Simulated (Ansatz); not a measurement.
Pb:

```
CELL_PARAMETERS angstrom
0.00000 2.47502 2.47502
2.47502 0.00000 2.47502
2.47502 2.47502 0.00000
ATOMIC_POSITIONS crystal
Pb 0.00000 0.00000 0.00000
```

* Program: Ansatz 0.2.0
* Task: relaxation of cell and atoms
* Functional: PBEsol
* Dispersion: D3(BJ)
* Potentials or basis: Ansatz PAW
* Cutoff: 420 eV (not typed: the program's choice for these potentials)
* k mesh: 9 × 9 × 9
* Occupations: fermi-dirac, width 0.05 eV
* Spin: no spin polarisation

At the start: volume 30.32 Å³/atom.

Where does the relaxation end?

It ends after 5 steps and the volume is 28.50 Å³/atom (-6.0 %); space group Fm-3m (No. 225, to 0.05 Å).

The path:
```csv
step,energy change (eV),largest force (eV/Å),volume (Å³)
1,0.0000,0.0000,30.32
2,-0.0183,0.0000,28.27
3,-0.0186,0.0000,28.53
4,-0.0187,0.0000,28.50
5,-0.0184,0.0000,28.50
```

Final structure:
```
CELL_PARAMETERS angstrom
0.00000 2.42444 2.42444
2.42444 0.00000 2.42444
2.42444 2.42444 0.00000
ATOMIC_POSITIONS crystal
Pb 0.00000 0.00000 0.00000
```

The cell as given is a measured one (30.32 Å³/atom); PBEsol+D3(BJ) puts the equilibrium volume -6.0 % from it, thermal expansion not counted.

Caveat: the plane-wave basis is chosen anew once the cell has moved, so the energies of steps on either side of that aren't comparable; pairwise dispersion overbinds metals, which lowers pressure and volume; the PAW data sets come from PBE, with cores solved anew for the run's functional, which leaves a small shift of forces and pressure.
